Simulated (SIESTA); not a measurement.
# Moving the choice of potentials or basis in Cd

```
CELL_PARAMETERS angstrom
3.09307 0.00000 0.00000
-1.54653 2.67868 0.00000
0.00000 0.00000 10.43074
ATOMIC_POSITIONS crystal
Cd 0.66667 0.33333 0.75000
Cd 0.00000 0.00000 0.50000
Cd 0.33333 0.66667 0.25000
Cd 0.00000 0.00000 0.00000
```

Kept alike: task band structure; functional PBEsol; k mesh 10 × 10 × 3; occupations fermi-dirac, width 0.05 eV; no spin polarisation. Program: SIESTA. The mesh is that of the run's cell of 4 atoms. No spin-orbit coupling.

```csv
choice of potentials or basis,pressure (GPa)
"files PseudoDojo sr-pbesol-0.4.1-standard, DZP (energy shift 0.003 Ry; two zetas on semicore shells)",-2.01
"files PseudoDojo sr-pbesol-0.4.1-standard, SZP (energy shift 0.003 Ry)",-4.10
"files PseudoDojo sr-pbesol-0.4.1-standard, TZDP (energy shift 0.003 Ry; two zetas on semicore shells)",-1.84
"files PseudoDojo sr-pbesol-0.4.1-standard, TZP (energy shift 0.003 Ry; two zetas on semicore shells)",-1.96
```

Pressure is positive in compression. For a metal such a mesh leaves the last digits unconverged.

Question: What does the choice of potentials or basis change here?

Answer: The pressure runs from -4.10 (files PseudoDojo sr-pbesol-0.4.1-standard, SZP (energy shift 0.003 Ry)) to -1.84 GPa (files PseudoDojo sr-pbesol-0.4.1-standard, TZDP (energy shift 0.003 Ry; two zetas on semicore shells)).
